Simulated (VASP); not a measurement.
# A VASP 6.6.1 single-point calculation on MgO

INCAR

```
NBANDS = 16
SIGMA = 0.02
ISMEAR = -1
PREC = Accurate
LCHARG = .FALSE.
NSW = 0
ISIF = 2
LASPH = .TRUE.
LREAL = .FALSE.
LWAVE = .FALSE.
GGA = PE
EDIFF = 1E-7
ENCUT = 520
NELM = 86
IBRION = -1
```

KPOINTS

```
KPOINTS created by Atomic Simulation Environment
0
Gamma
18 18 9
0 0 0
```

POSCAR

```
Mg O
 1.0000000000000000
     3.4840796174923616    0.0000000000000000    0.0000000000000000
    -1.7420398087461808    3.0173014575559547    0.0000000000000000
     0.0000000000000000    0.0000000000000000    4.1853171403049192
 Mg  O
   2   2
Cartesian
  1.7420398087461813  1.0057671525186518  3.1389878552286898
  0.0000000000000001  2.0115343050373036  1.0463292850762296
  1.7420398087461813  1.0057671525186518  1.0463292850762296
  0.0000000000000001  2.0115343050373036  3.1389878552286898
```

The recommended PBE PAW datasets give the neutral cell 16 valence electrons.

Command

```
mpirun -np 1 vasp_std
```

OSZICAR

```
N       E                     dE             d eps       ncg     rms          rms(c)
DAV:   1     0.610967214798E+02    0.61097E+02   -0.75470E+03  5936   0.888E+02
DAV:   2    -0.238494756054E+02   -0.84946E+02   -0.77618E+02  8408   0.197E+02
DAV:   3    -0.276522498231E+02   -0.38028E+01   -0.37920E+01  6456   0.432E+01
DAV:   4    -0.276674105457E+02   -0.15161E-01   -0.15160E-01  7336   0.318E+00
DAV:   5    -0.276674865938E+02   -0.76048E-04   -0.76048E-04  6528   0.216E-01    0.112E+01
DAV:   6    -0.237213471469E+02    0.39461E+01   -0.10345E+01  6264   0.249E+01    0.354E+00
DAV:   7    -0.236751475484E+02    0.46200E-01   -0.14843E-01  6016   0.310E+00    0.212E+00
DAV:   8    -0.236598627458E+02    0.15285E-01   -0.93382E-02  6360   0.327E+00    0.521E-01
DAV:   9    -0.236570915466E+02    0.27712E-02   -0.68070E-03  7480   0.742E-01    0.113E-01
DAV:  10    -0.236579589738E+02   -0.86743E-03   -0.87286E-04  5944   0.205E-01    0.351E-02
DAV:  11    -0.236579781173E+02   -0.19143E-04   -0.24914E-05  6568   0.388E-02    0.200E-02
DAV:  12    -0.236579771325E+02    0.98481E-06   -0.94820E-06  6000   0.244E-02    0.414E-03
DAV:  13    -0.236579768352E+02    0.29727E-06   -0.11005E-06  6920   0.798E-03    0.521E-04
DAV:  14    -0.236579768197E+02    0.15566E-07   -0.22704E-08  3384   0.145E-03
   1 F= -.23657977E+02 E0= -.23657977E+02  d E =-.303302E-10
```

From OUTCAR

```
k-points           NKPTS =    185   k-points in BZ     NKDIM =    185   number of bands    NBANDS=     16

   NELECT =      16.0000    total number of electrons

   dimension x,y,z NGX =    28 NGY =   28 NGZ =   32
   dimension x,y,z NGXF=    56 NGYF=   56 NGZF=   64

  energy-cutoff  :      520.00
  volume of cell :       44.00
      direct lattice vectors                 reciprocal lattice vectors
     3.484079617  0.000000000  0.000000000     0.287019847  0.165710986  0.000000000
    -1.742039809  3.017301458  0.000000000     0.000000000  0.331421972  0.000000000
     0.000000000  0.000000000  4.185317140     0.000000000  0.000000000  0.238930520

 k-points in reciprocal lattice and weights: KPOINTS created by Atomic Simulation Env
   0.00000000  0.00000000  0.00000000       0.000
   0.05555556  0.00000000  0.00000000       0.002
   0.11111111  0.00000000  0.00000000       0.002
   0.16666667  0.00000000  0.00000000       0.002
   0.22222222  0.00000000  0.00000000       0.002
   0.27777778  0.00000000  0.00000000       0.002
   0.33333333  0.00000000  0.00000000       0.002
   0.38888889  0.00000000  0.00000000       0.002
   ...

 E-fermi :   2.3489

 k-point     1 :       0.0000    0.0000    0.0000
  band No.  band energies     occupation
      1     -14.9312      2.00000
      2     -13.5360      2.00000
      3      -1.6407      2.00000
      4       0.2724      2.00000
      5       0.2724      2.00000
      6       1.1983      2.00000
      7       1.1983      2.00000
      8       2.0084      2.00000
      9       5.4422      0.00000
     10      11.4828      0.00000
     11      14.2433      0.00000
     12      14.5621      0.00000
     13      14.5621      0.00000
     14      17.6337      0.00000
     15      17.6349      0.00000
     16      17.6832      0.00000

 k-point     2 :       0.0556    0.0000    0.0000
  band No.  band energies     occupation
      1     -14.9159      2.00000
      2     -13.5386      2.00000
      3      -1.6164      2.00000
      4       0.2247      2.00000
      5       0.2463      2.00000
      6       1.1099      2.00000
      7       1.2143      2.00000
      8       1.9831      2.00000
      9       5.5864      0.00000
     10      11.5662      0.00000
     11      14.1892      0.00000
     12      14.3418      0.00000
     13      14.6204      0.00000
     14      17.4552      0.00000
     15      17.4664      0.00000
     16      17.5343      0.00000

 k-point     3 :       0.1111    0.0000    0.0000
  band No.  band energies     occupation
      1     -14.8706      2.00000
      2     -13.5463      2.00000
      3      -1.5441      2.00000
      4       0.0768      2.00000
      5       0.1763      2.00000
      6       0.8987      2.00000
      7       1.2554      2.00000
      8       1.9085      2.00000
      9       5.9723      0.00000
     10      11.8045      0.00000
     11      13.8304      0.00000
     12      14.0150      0.00000
     13      14.7909      0.00000
     14      17.0422      0.00000
     15      17.1245      0.00000
     16      17.1473      0.00000

 ...

  Total        1.0478678      1.0478678      1.1778106      0.0000000      0.0000000     -0.0000000
  in kB       38.1576784     38.1576784     42.8894917      0.0000000      0.0000000     -0.0000000
  external PRESSURE =      39.7349495 kB  Pullay stress =       0.0000000 kB

 POSITION                                       TOTAL-FORCE (eV/Angst)
 -----------------------------------------------------------------------------------
      1.74204      1.00577      3.13899         0.000000     -0.000000     -0.000000
      0.00000      2.01153      1.04633         0.000000      0.000000     -0.000000
      1.74204      1.00577      1.04633        -0.000000      0.000000     -0.000000
      0.00000      2.01153      3.13899         0.000000     -0.000000      0.000000
 -----------------------------------------------------------------------------------
    total drift:                               -0.000000      0.000000     -0.000000

  FREE ENERGIE OF THE ION-ELECTRON SYSTEM (eV)
  ---------------------------------------------------
  free  energy   TOTEN  =       -23.6579768197 eV

  energy  without entropy=      -23.6579768196  energy(sigma->0) =      -23.65797682
```

It converged. Results: gap between bands v and c on the k mesh 3.43 eV; least direct gap on the k mesh 3.43 eV; pressure 4.0 GPa. Band v is the last that the valence electrons fill when counted band by band, and c is the next.

For comparison, a separate PBE run of the intended cell, on usual settings and not on those above, gives a gap of 3.43 eV on its mesh and a pressure of 4.0 GPa.

The run above took about 2.1 min on one core of a shared host (Intel Xeon Platinum 8488C) and held 0.26 GiB at most.
